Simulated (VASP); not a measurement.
A run of VASP 6.6.1:

The input INCAR:

```
  ALGO = Normal
  EDIFF = 1E-7
  EDIFFG = -0.03
  ENCUT = 600
  GGA = PE
  IBRION = 2
  ISIF = 3
  ISMEAR = 0
  LASPH = True
  LCHARG = False
  LREAL = False
  LWAVE = False
  NELM = 100
  NSW = 80
  PREC = Accurate
  SIGMA = 0.05
```

The input KPOINTS:

```
k-points
0
Gamma
  8 8 4
```

File POSCAR:

```
Pd
1.0
    2.7504564485      0.0000000000      0.0000000000
   -1.3752282243      2.3819651564      0.0000000000
    0.0000000000      0.0000000000      4.4924121993
Pd
2
Direct
    0.3333333333      0.6666666667      0.7500000000
    0.6666666667      0.3333333333      0.2500000000
```

Potentials or basis: VASP PAW PBE potentials, release 64 (Pd).

The run is started by

```bash
$ cat potpaw_PBE.64/Pd/POTCAR > POTCAR
$ mpirun -np 1 vasp_std > vasp.out
```

Hardware: 1 thread of AMD EPYC 9R14 (Zen 4), with other jobs on the host.

**Question.** How long does it take, and how much memory?

**Answer.** Run time: 36 s on 1 thread of AMD EPYC 9R14 (Zen 4), with other jobs on the host, peak memory 0.13 GiB. Counts: scf iterations 47, k points 30, ion steps 6.
